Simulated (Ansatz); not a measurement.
**Random displacements in WS₂**

The calculation used DFT PBEsol, scalar-relativistic, plane waves, PAW (Ansatz). Settings: plane waves to 420 eV, k-mesh 12×12×2 (Γ-centred), Gaussian smearing 0.05 eV. Spin–orbit coupling is left out, which matters for the heavy elements here. No spin polarisation. Energies are free energies at this smearing, counted from the undisturbed cell; pressure is positive in compression.

Zero of the scan (relaxed at this level; this form isn't the usual structure):

```
W S
1.0
     3.14578    0.00000    0.00000
    -1.57289    2.72432    0.00000
     0.00000    0.00000   16.95342
W S
1 2
Direct
  0.33333 0.66667 0.00000
  0.66667 0.33333 0.90758
  0.66667 0.33333 0.09242
```

The cell holds layers and no dispersion correction was added, so their binding is poorly described.

The atoms are displaced (Å, in the unstrained cell):

```
atom ux uy uz
  W1   0.029   0.004  -0.006
  S2  -0.029  -0.006   0.004
  S3   0.000   0.001   0.002
```

Strain (Voigt, engineering shear): (-0.0859, -0.0155, 0.0471, -0.0189, 0.0419, -0.0142).

(1) What are the energy change, the stress and the forces?

Answers

(1) ΔE = 176.5 meV/atom; stress (xx, yy, zz, yz, xz, xy; compression positive) (11.19, 2.77, -0.43, 1.20, -3.34, 0.19) GPa; gap on the mesh 1.53 eV.
| atom | Fx (eV/Å) | Fy | Fz |
| --- | --- | --- | --- |
| W1 | -0.92 | 0.50 | 0.52 |
| S2 | 1.40 | -0.57 | -0.17 |
| S3 | -0.48 | 0.07 | -0.35 |

Cost: 1 run of about 0.52 core-minutes, on Arm Neoverse V2 (shared hosts).